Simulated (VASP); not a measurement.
# InPd: convergence, equation of state

InPd, Pm-3m (no. 221), 2 atoms in the cell. PBE; PAW potentials In_d, Pd (PBE set). VASP 6.6.1.

Wanted: equilibrium volume within 0.2 %; bulk modulus within 1 %.

What the run is for: equation of state; Accuracy asked: standard.

The series start from Plane-wave cutoff (eV): 320; Smearing width (eV): 0.07; k-point mesh: 11 × 11 × 11; Volumes: 5 from 0.92 to 1.08; Precision mode (PREC): Accurate; Electronic threshold (eV): 1e-6; Aspherical gradient terms in the spheres (LASPH): yes; Start of each volume: each volume from scratch. Each series keeps the choices made before it, and each single choice may use up half of a tolerance. Times cover all steps of a run.

## Plane-wave cutoff (eV)

| Plane-wave cutoff (eV) | Equilibrium volume (Å³/atom) | Bulk modulus (GPa) | Time (s) |
|---|---|---|---|
| 200 | 17.97 | 98.74 | 9.7 |
| 250 | 18.07 | 110.2 | 14 |
| 290 | 18.06 | 111.8 | 15 |
| 320 | 18.06 | 112.3 | 17 |
| 380 | 18.06 | 112.3 | 19 |
| 440 | 18.05 | 112.2 | 19 |
| 520 | 18.05 | 112.3 | 25 |
| 650 (reference) | 18.05 | 112.2 | 34 |

Chosen: 290, the loosest value from which every tighter one stays within half of the tolerance.

## Smearing width (eV)

| Smearing width (eV) | Equilibrium volume (Å³/atom) | Bulk modulus (GPa) | Time (s) |
|---|---|---|---|
| 0.3 | 18.07 | 110.6 | 14 |
| 0.2 | 18.06 | 111.5 | 14 |
| 0.15 | 18.06 | 111.9 | 17 |
| 0.1 | 18.06 | 111.9 | 17 |
| 0.07 | 18.06 | 111.8 | 15 |
| 0.04 (reference) | 18.06 | 111.7 | 17 |

Chosen: 0.2.

## k-point mesh

| k-point mesh | Equilibrium volume (Å³/atom) | Bulk modulus (GPa) | Time (s) |
|---|---|---|---|
| 4 × 4 × 4 | 18.07 | 117.7 | 7.3 |
| 5 × 5 × 5 | 18.18 | 110.8 | 7.5 |
| 6 × 6 × 6 | 18.11 | 113.1 | 8.8 |
| 7 × 7 × 7 | 18.12 | 109.2 | 8.7 |
| 9 × 9 × 9 | 18.12 | 106.5 | 11 |
| 11 × 11 × 11 | 18.06 | 111.5 | 14 |
| 13 × 13 × 13 (reference) | 18.09 | 108.7 | 18 |

Chosen: 13 × 13 × 13; the next looser run is off by more than half of the tolerance, so convergence isn't shown beyond this value.

## Volumes

| Volumes | Equilibrium volume (Å³/atom) | Bulk modulus (GPa) | Time (s) |
|---|---|---|---|
| 5 from 0.88 to 1.12 | 18.09 | 109.1 | 19 |
| 5 from 0.92 to 1.08 | 18.09 | 108.7 | 18 |
| 7 from 0.91 to 1.09 (reference) | 18.09 | 108.8 | 28 |

Chosen: 5 from 0.88 to 1.12.

## Precision mode (PREC)

| Precision mode (PREC) | Equilibrium volume (Å³/atom) | Bulk modulus (GPa) | Time (s) |
|---|---|---|---|
| SingleN | 18.24 | 107.5 | 12 |
| Normal | 18.1 | 108.6 | 13 |
| Accurate (reference) | 18.09 | 109.1 | 19 |

Chosen: Normal.

## Electronic threshold (eV)

| Electronic threshold (eV) | Equilibrium volume (Å³/atom) | Bulk modulus (GPa) | Time (s) |
|---|---|---|---|
| 0.001 | 18.1 | 108.6 | 11 |
| 0.0001 | 18.1 | 108.6 | 11 |
| 1e-5 | 18.1 | 108.6 | 11 |
| 1e-6 | 18.1 | 108.6 | 13 |
| 1e-7 (reference) | 18.1 | 108.6 | 13 |

Chosen: 0.001.

## Aspherical gradient terms in the spheres (LASPH)

| Aspherical gradient terms in the spheres (LASPH) | Equilibrium volume (Å³/atom) | Bulk modulus (GPa) | Time (s) |
|---|---|---|---|
| no | 18.1 | 108.6 | 8.4 |
| yes (reference) | 18.1 | 108.6 | 11 |

Chosen: no.

## Start of each volume

| Start of each volume | Equilibrium volume (Å³/atom) | Bulk modulus (GPa) | Time (s) |
|---|---|---|---|
| each volume from scratch | 18.1 | 108.6 | 8.4 |
| orbitals of the volume before (WAVECAR) | 18.1 | 108.6 | 7.2 |

Chosen: orbitals of the volume before (WAVECAR); it saves 1.2 s of 8.4, so each volume from scratch would do nearly as well.

## All choices together

| Input | Equilibrium volume (Å³/atom) | Bulk modulus (GPa) | Time (s) |
|---|---|---|---|
| the program's defaults (naive) | 18.09 | 118.2 | 3.5 |
| chosen settings | 18.09 | 109 | 14 |
| reference settings throughout | 18.07 | 107.3 | 74 |

The tolerance is missed in the bulk modulus, so this input isn't good enough yet.

3 cheaper combinations failed this check first and made the worst setting one step tighter.

## The input

INCAR:
```
GGA      = PE             # functional
ISMEAR   = 0              # smearing method
SIGMA    = 0.2            # smearing width, eV
LWAVE    = True           # write WAVECAR
LCHARG   = False          # write CHGCAR
ISIF     = 2              # what is computed and relaxed
NSW      = 0              # ionic steps
PREC     = Accurate       # precision mode
LASPH    = False          # aspherical terms in the spheres
LREAL    = False          # projectors in reciprocal space
ALGO     = Normal         # electronic algorithm
EDIFF    = 0.001          # SCF threshold, eV
NELM     = 120            # most SCF steps
GGA_COMPAT= False        
ENCUT    = 320            # plane-wave cutoff, eV
KPAR     = 2             
```

KPOINTS:
```
Automatic mesh
0
Gamma
  13 13 13
  0 0 0
```

POSCAR.step1:
```
InPd
1.0
    3.1821985777      0.0000000000      0.0000000000
    0.0000000000      3.1821985777      0.0000000000
    0.0000000000      0.0000000000      3.1821985777
In Pd
1 1
Direct
    0.0000000000      0.0000000000      0.0000000000
    0.5000000000      0.5000000000      0.5000000000
```

POSCAR.step2:
```
InPd
1.0
    3.2276647001      0.0000000000      0.0000000000
    0.0000000000      3.2276647001      0.0000000000
    0.0000000000      0.0000000000      3.2276647001
In Pd
1 1
Direct
    0.0000000000      0.0000000000      0.0000000000
    0.5000000000      0.5000000000      0.5000000000
```

POSCAR.step3:
```
InPd
1.0
    3.2718847800      0.0000000000      0.0000000000
    0.0000000000      3.2718847800      0.0000000000
    0.0000000000      0.0000000000      3.2718847800
In Pd
1 1
Direct
    0.0000000000      0.0000000000      0.0000000000
    0.5000000000      0.5000000000      0.5000000000
```

POSCAR.step4:
```
InPd
1.0
    3.3149408331      0.0000000000      0.0000000000
    0.0000000000      3.3149408331      0.0000000000
    0.0000000000      0.0000000000      3.3149408331
In Pd
1 1
Direct
    0.0000000000      0.0000000000      0.0000000000
    0.5000000000      0.5000000000      0.5000000000
```

POSCAR.step5:
```
InPd
1.0
    3.3569065645      0.0000000000      0.0000000000
    0.0000000000      3.3569065645      0.0000000000
    0.0000000000      0.0000000000      3.3569065645
In Pd
1 1
Direct
    0.0000000000      0.0000000000      0.0000000000
    0.5000000000      0.5000000000      0.5000000000
```

Commands (each step's output is kept before the next begins):
```
cat potpaw_PBE.64/In_d/POTCAR potpaw_PBE.64/Pd/POTCAR > POTCAR
cp POSCAR.step1 POSCAR
mpirun -np 2 vasp_std > vasp.out
cp POSCAR.step2 POSCAR
mpirun -np 2 vasp_std > vasp.out
cp POSCAR.step3 POSCAR
mpirun -np 2 vasp_std > vasp.out
cp POSCAR.step4 POSCAR
mpirun -np 2 vasp_std > vasp.out
cp POSCAR.step5 POSCAR
mpirun -np 2 vasp_std > vasp.out
```

The chosen input took VASP 6.6.1 14 s on 2 cores (Intel Xeon 6975P-C (Granite Rapids)), a shared host.

## An input that fails: cutoff far too low

It runs to its end, but against the unchanged starting input it is off by 7.2 % in the equilibrium volume, 207 % in the bulk modulus.

Changes against the starting input:
```
(all steps)
- PREC = Accurate
- NELM = 120
- ENCUT = 320
+ PREC = Low
+ NELM = 72
+ ENCUT = 150
```
